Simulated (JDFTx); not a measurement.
# WC (Qusongite) (P-6m2) in JDFTx: notebook

Aim: see how the results for WC (Qusongite) move with the level of theory and the settings. Levels: RPBE, PBE+D3(BJ), PBE. Tasks: relaxation of cell and atoms, single point.

All numbers are computed with JDFTx 1.7.0 (patched build); they aren't measurements. Logs are shortened: lines on timing, memory, paths and dates and some standing lists are left out, and cuts for length are marked. The log counts tension as positive stress, the text compression.

## Step 1: The structure

The structure is hexagonal, space group P-6m2 (No. 187). The conventional cell has a = 2.907 Å, b = 2.907 Å, c = 2.837 Å, α = 90.00°, β = 90.00°, γ = 120.00°. Around W (site symmetry -6m2) lie 6 C at 2.20 Å. C (site symmetry -6m2) is surrounded by 6 W at 2.20 Å.

## Step 2: Relaxation of cell and atoms, RPBE

Input file WC.in:

```
lattice \
    5.4924889812    -2.7462444906     0.0000000000 \
    0.0000000000     4.7566349877     0.0000000000 \
    0.0000000000     0.0000000000     5.3603971251
coords-type Lattice
ion W      0.0000000000     0.0000000000     0.0000000000 1
ion C      0.6666666667     0.3333333333     0.5000000000 1

ion-species pseudo/W.upf
ion-species pseudo/C.upf
elec-cutoff 41 328
elec-ex-corr gga-x-rpbe gga-c-pbe
kpoint-folding 10 10 9
elec-smearing Fermi 0.0018374661
elec-n-bands 15
electronic-SCF nIterations 100 energyDiffThreshold 1e-09
electronic-minimize nIterations 30 energyDiffThreshold 1e-7
forces-output-coords Cartesian
lattice-minimize nIterations 40 energyDiffThreshold 1e-6

dump-name run.$VAR
dump End Ecomponents EigStats BandEigs Kpoints Forces Stress
```

Potentials or basis: PseudoDojo-SR-PBE-0.5-standard.

Command:

```sh
> jdftx -c 1 -i WC.in -o WC.out
```

Log:

```text
*************** JDFTx 1.7.0 (patched build) ***************

Input parsed successfully to the following command list (including defaults):
[... the input with its defaults ...]

---------- Setting up symmetries ----------

Found 24 point-group symmetries of the bravais lattice
Found 12 space-group symmetries with basis
Applied RMS atom displacement 1.58555e-10 bohrs to make symmetries exact.

---------- Initializing the Grid ----------
R =
[      5.49249     -2.74624            0  ]
[            0      4.75663            0  ]
[            0            0       5.3604  ]
unit cell volume = 140.044
G =
[    1.14396   0.660465         -0  ]
[          0    1.32093          0  ]
[          0         -0    1.17215  ]
Minimum fftbox size, Smin = [  48  48  44  ]
Chosen fftbox size, S = [  48  48  48  ]

---------- Initializing tighter grid for wavefunction operations ----------
R =
[      5.49249     -2.74624            0  ]
[            0      4.75663            0  ]
[            0            0       5.3604  ]
unit cell volume = 140.044
G =
[    1.14396   0.660465         -0  ]
[          0    1.32093          0  ]
[          0         -0    1.17215  ]
Minimum fftbox size, Smin = [  32  32  32  ]
Chosen fftbox size, S = [  32  32  32  ]

---------- Exchange Correlation functional ----------
Initialized LibXC exchange functional 'Hammer, Hansen, and Norskov'
Initialized LibXC correlation functional 'Perdew, Burke & Ernzerhof'

---------- Setting up pseudopotentials ----------
Width of ionic core gaussian charges (only for fluid interactions / plotting) set to 0

Reading pseudopotential file 'pseudo/W.upf':
  'W' pseudopotential, 'PBE' functional
  Generated using ONCVPSP code by D. R. Hamann
  14 valence electrons, 4 orbitals, 8 projectors, 1001 radial grid points, with lMax = 3
    5S    l: 0   occupation:  2.0   eigenvalue: -2.905892
    5P    l: 1   occupation:  6.0   eigenvalue: -1.587650
    5D    l: 2   occupation:  4.0   eigenvalue: -0.164649
    6S    l: 0   occupation:  2.0   eigenvalue: -0.209951
  Core radius for overlap checks: 2.00 bohrs.

Reading pseudopotential file 'pseudo/C.upf':
  'C' pseudopotential, 'PBE' functional
  Generated using ONCVPSP code by D. R. Hamann
  4 valence electrons, 2 orbitals, 4 projectors, 1001 radial grid points, with lMax = 1
    2S    l: 0   occupation:  2.0   eigenvalue: -0.505335
    2P    l: 1   occupation:  2.0   eigenvalue: -0.194238
  Core radius for overlap checks: 1.21 bohrs.

Initialized 2 species with 2 total atoms.

Folded 1 k-points by 10x10x9 to 900 k-points.

---------- Setting up k-points, bands, fillings ----------
Adding inversion symmetry to k-mesh for non-inversion-symmetric unit cell.
Reduced to 70 k-points under symmetry.
Computing the number of bands and number of electrons
Calculating initial fillings.
nElectrons:  18.000000   nBands: 15   nStates: 70

----- Setting up reduced wavefunction bases (one per k-point) -----
average nbasis = 1756.121 , ideal nbasis = 1756.046

---------- Setting up ewald sum ----------
Optimum gaussian width for ewald sums = 1.845697 bohr.
Real space sum over 1331 unit cells with max indices [  5  5  5  ]
Reciprocal space sum over 2197 terms with max indices [  6  6  6  ]

---------- Allocating electronic variables ----------
Initializing wave functions:  linear combination of atomic orbitals
Note: number of bands (15) exceeds available atomic orbitals (14)
W pseudo-atom occupations:   s ( 2 2 )  p ( 6 )  d ( 4 )
C pseudo-atom occupations:   s ( 2 )  p ( 2 )
	FillingsUpdate:  mu: +0.752772182  nElectrons: 18.000000
LCAOMinimize: Iter:   0  F: -74.5325806427193385  |grad|_K:  7.155e-03  alpha:  1.000e+00
	FillingsUpdate:  mu: +0.779869102  nElectrons: 18.000000
LCAOMinimize: Iter:   1  F: -74.6652007909686262  |grad|_K:  7.241e-04  alpha:  2.804e-01  linmin: -4.721e-01  cgtest:  9.341e-01
LCAOMinimize: Encountered beta<0, resetting CG.
[... 6 lines of inner loops ...]
LCAOMinimize: Iter:   4  F: -74.6664527453374376  |grad|_K:  9.963e-07  alpha:  3.117e-01  linmin:  5.072e-04  cgtest: -6.959e-04
	FillingsUpdate:  mu: +0.782379585  nElectrons: 18.000000
LCAOMinimize: Iter:   5  F: -74.6664527521124199  |grad|_K:  9.632e-08  alpha:  8.673e-01  linmin:  1.248e-03  cgtest: -4.901e-03
LCAOMinimize: Converged (|Delta F|<1.000000e-06 for 2 iters).

--------- Lattice Minimization ---------

-------- Electronic minimization -----------
Will mix electronic density at each iteration.
	FillingsUpdate:  mu: +0.782379585  nElectrons: 18.000000
	FillingsUpdate:  mu: +0.765476804  nElectrons: 18.000000
SCF: Cycle:  0   F: -74.730055773367425   dF: -6.360e-02   |Residual|: 6.539e-02   |deigs|: 8.357e-02
	FillingsUpdate:  mu: +0.761174939  nElectrons: 18.000000
SCF: Cycle:  1   F: -74.731690991897366   dF: -1.635e-03   |Residual|: 3.304e-02   |deigs|: 7.761e-03
	FillingsUpdate:  mu: +0.757081551  nElectrons: 18.000000
SCF: Cycle:  2   F: -74.731997081128469   dF: -3.061e-04   |Residual|: 5.724e-03   |deigs|: 6.576e-03
	FillingsUpdate:  mu: +0.757234529  nElectrons: 18.000000
SCF: Cycle:  3   F: -74.732016261753728   dF: -1.918e-05   |Residual|: 2.941e-03   |deigs|: 5.000e-04
	FillingsUpdate:  mu: +0.757617190  nElectrons: 18.000000
SCF: Cycle:  4   F: -74.732018732061533   dF: -2.470e-06   |Residual|: 9.358e-04   |deigs|: 6.007e-04
	FillingsUpdate:  mu: +0.757476923  nElectrons: 18.000000
SCF: Cycle:  5   F: -74.732019449190418   dF: -7.171e-07   |Residual|: 1.913e-04   |deigs|: 2.270e-04
	FillingsUpdate:  mu: +0.757475118  nElectrons: 18.000000
SCF: Cycle:  6   F: -74.732019561161437   dF: -1.120e-07   |Residual|: 1.195e-04   |deigs|: 2.173e-05
	FillingsUpdate:  mu: +0.757492384  nElectrons: 18.000000
SCF: Cycle:  7   F: -74.732019604303872   dF: -4.314e-08   |Residual|: 1.414e-05   |deigs|: 3.044e-05
	FillingsUpdate:  mu: +0.757494121  nElectrons: 18.000000
SCF: Cycle:  8   F: -74.732019616507188   dF: -1.220e-08   |Residual|: 9.127e-06   |deigs|: 4.695e-06
	FillingsUpdate:  mu: +0.757494708  nElectrons: 18.000000
SCF: Cycle:  9   F: -74.732019620940861   dF: -4.434e-09   |Residual|: 7.416e-06   |deigs|: 5.346e-06
	FillingsUpdate:  mu: +0.757493371  nElectrons: 18.000000
SCF: Cycle: 10   F: -74.732019622370601   dF: -1.430e-09   |Residual|: 2.213e-06   |deigs|: 4.076e-06
	FillingsUpdate:  mu: +0.757493164  nElectrons: 18.000000
SCF: Cycle: 11   F: -74.732019622869501   dF: -4.989e-10   |Residual|: 2.744e-06   |deigs|: 2.332e-06
	FillingsUpdate:  mu: +0.757493476  nElectrons: 18.000000
SCF: Cycle: 12   F: -74.732019623047634   dF: -1.781e-10   |Residual|: 8.898e-07   |deigs|: 1.630e-06
SCF: Converged (|Delta E|<1.000000e-09 for 2 iters).

Setting wave functions to eigenvectors of Hamiltonian
# Lattice vectors:
R =
[      5.49249     -2.74624            0  ]
[            0      4.75663            0  ]
[            0            0       5.3604  ]
unit cell volume = 140.044

# Strain tensor in Cartesian coordinates:
[            0            0            0  ]
[            0            0            0  ]
[            0            0            0  ]

# Stress tensor in Cartesian coordinates [Eh/a0^3]:
[ -0.000310807            0            0  ]
[            0 -0.000310807            0  ]
[            0            0 -0.000294487  ]

# Ionic positions in lattice coordinates:
ion W   0.000000000016667  -0.000000000016667   0.000000000000000 1
ion C   0.666666666683333   0.333333333316667   0.500000000000000 1

# Forces in Cartesian coordinates:
force W   0.000000000000000   0.000000000000000   0.000000000000000 1
force C   0.000000000000000  -0.000000000000000   0.000000000000000 1

# Energy components:
   Eewald =      -66.0113243272684116
       EH =        8.7434283938910511
     Eloc =      -42.7119909667475781
      Enl =       12.4023805385589156
      Exc =      -18.7763587913789785
 Exc_core =        7.1803252002329927
       KE =       24.4415915883934680
-------------------------------------
     Etot =      -74.7319483643185549
       TS =        0.0000712587290732
-------------------------------------
        F =      -74.7320196230476341

LatticeMinimize: Iter:   0  F: -74.732019623047634  |grad|_K:  1.427e-02

#--- Lowdin population analysis ---
# oxidation-state W +0.805
# oxidation-state C -0.725

-------- Electronic minimization -----------
Will mix electronic density at each iteration.
	FillingsUpdate:  mu: +0.757493476  nElectrons: 18.000000
	FillingsUpdate:  mu: +0.753366556  nElectrons: 18.000000
SCF: Cycle:  0   F: -74.732194727815525   dF: -1.947e-06   |Residual|: 1.768e-03   |deigs|: 6.379e-06
	FillingsUpdate:  mu: +0.753447589  nElectrons: 18.000000
SCF: Cycle:  1   F: -74.732200868604679   dF: -6.141e-06   |Residual|: 4.839e-04   |deigs|: 3.070e-04
	FillingsUpdate:  mu: +0.753431671  nElectrons: 18.000000
SCF: Cycle:  2   F: -74.732201215600966   dF: -3.470e-07   |Residual|: 1.445e-04   |deigs|: 5.135e-05
	FillingsUpdate:  mu: +0.753426305  nElectrons: 18.000000
SCF: Cycle:  3   F: -74.732201227390973   dF: -1.179e-08   |Residual|: 2.591e-05   |deigs|: 4.779e-06
	FillingsUpdate:  mu: +0.753426556  nElectrons: 18.000000
SCF: Cycle:  4   F: -74.732201230607686   dF: -3.217e-09   |Residual|: 8.664e-06   |deigs|: 2.700e-06
	FillingsUpdate:  mu: +0.753425483  nElectrons: 18.000000
SCF: Cycle:  5   F: -74.732201231218212   dF: -6.105e-10   |Residual|: 5.074e-06   |deigs|: 2.404e-06
	FillingsUpdate:  mu: +0.753425752  nElectrons: 18.000000
SCF: Cycle:  6   F: -74.732201231419339   dF: -2.011e-10   |Residual|: 1.625e-06   |deigs|: 7.180e-07
SCF: Converged (|Delta E|<1.000000e-09 for 2 iters).

Setting wave functions to eigenvectors of Hamiltonian
# Lattice vectors:
R =
[      5.50135     -2.75068            0  ]
[            0      4.76431            0  ]
[            0            0      5.36859  ]
unit cell volume = 140.712

# Strain tensor in Cartesian coordinates:
[   0.00161404            0            0  ]
[            0   0.00161404            0  ]
[            0            0   0.00152928  ]

# Stress tensor in Cartesian coordinates [Eh/a0^3]:
[ -0.000246792            0            0  ]
[            0 -0.000246792            0  ]
[            0            0 -0.000222522  ]

# Ionic positions in lattice coordinates:
ion W   0.000000000016667  -0.000000000016667   0.000000000000000 1
ion C   0.666666666683333   0.333333333316667   0.500000000000000 1
[... 237 lines left out ...]
# Strain tensor in Cartesian coordinates:
[   0.00852454            0            0  ]
[            0   0.00852454            0  ]
[            0            0   0.00588814  ]

# Stress tensor in Cartesian coordinates [Eh/a0^3]:
[ -1.29778e-07            0            0  ]
[            0 -1.29778e-07            0  ]
[            0            0  8.75747e-08  ]

# Ionic positions in lattice coordinates:
ion W   0.000000000016667  -0.000000000016667  -0.000000000000000 1
ion C   0.666666666683333   0.333333333316667   0.500000000000000 1

# Forces in Cartesian coordinates:
force W  -0.000000000000000  -0.000000000000000   0.000000000000000 1
force C  -0.000000000000000   0.000000000000000  -0.000000000000000 1

# Energy components:
   Eewald =      -65.5076509406572853
       EH =        8.9060295249791466
     Eloc =      -43.3169547699794606
      Enl =       12.3979157702134124
      Exc =      -18.7497535372308199
 Exc_core =        7.1803250175459112
       KE =       24.3576553319713796
-------------------------------------
     Etot =      -74.7324336031577161
       TS =        0.0000722998770296
-------------------------------------
        F =      -74.7325059030347489

LatticeMinimize: Iter:   5  F: -74.732505903034749  |grad|_K:  5.611e-06  alpha:  1.000e+00  linmin: -9.588e-01
LatticeMinimize: Converged (|Delta F|<1.000000e-06 for 2 iters).

#--- Lowdin population analysis ---
# oxidation-state W +0.812
# oxidation-state C -0.730

Dumping 'run.eigStats' ...
	eMin: -1.987469 at state 0 ( [ +0.000000 +0.000000 +0.000000 ] spin 0 )
	HOMO: +0.735165 at state 3 ( [ +0.000000 +0.000000 +0.333333 ] spin 0 )
	mu  : +0.737965
	LUMO: +0.738336 at state 60 ( [ +0.200000 +0.400000 +0.000000 ] spin 0 )
	eMax: +1.319739 at state 2 ( [ +0.000000 +0.000000 +0.222222 ] spin 0 )
	HOMO-LUMO gap: +0.003171
	Optical gap  : +0.022644 at state 8 ( [ +0.000000 +0.100000 +0.333333 ] spin 0 )
Done!
```

Wall time 2.3 min (1 thread of Arm Neoverse V2, shared host); peak memory 0.15 GiB.

Results:

```
Free energy                            : -2033.5751 eV
Relaxed volume                         : 10.62 Å³/atom
Relaxed cell                           : a = 2.931 Å, b = 2.931 Å, c = 2.853 Å, α = 90.00°, β = 90.00°, γ = 120.00°
Space group after relaxing (to 0.05 Å) : P-6m2 (No. 187)
Energy gained by relaxing              : 6.6 meV/atom
Ionic steps                            : 6
Pressure after relaxing                : 0.0 GPa
Band gap on the k mesh                 : none (metal or under the smearing width)
Loewdin charges                        : W +0.81; C -0.73 e
```

The path:
| step | energy change (eV) | largest force (eV/Å) | pressure (GPa) | volume (Å³) |
| --- | --- | --- | --- | --- |
| 1 | 0.0000 | 0.0000 | 8.98 | 20.75 |
| 2 | -0.0049 | 0.0000 | 7.02 | 20.85 |
| 3 | -0.0131 | 0.0000 | 0.47 | 21.20 |
| 4 | -0.0132 | 0.0000 | 0.08 | 21.23 |
| 5 | -0.0132 | 0.0000 | 0.01 | 21.23 |
| 6 | -0.0132 | 0.0000 | 0.00 | 21.23 |

Final structure:
```yaml
crystal:
  lattice:
    - [2.93128, 0.00000, 0.00000]
    - [-1.46564, 2.53856, 0.00000]
    - [0.00000, 0.00000, 2.85330]
  atoms:
    - { symbol: W, position: [0.00000, 0.00000, 0.00000] }
    - { symbol: C, position: [0.66667, 0.33333, 0.50000] }
```

Caveat: the potentials were made for another functional, which shifts forces and pressure.

[end of part 1 of 2]
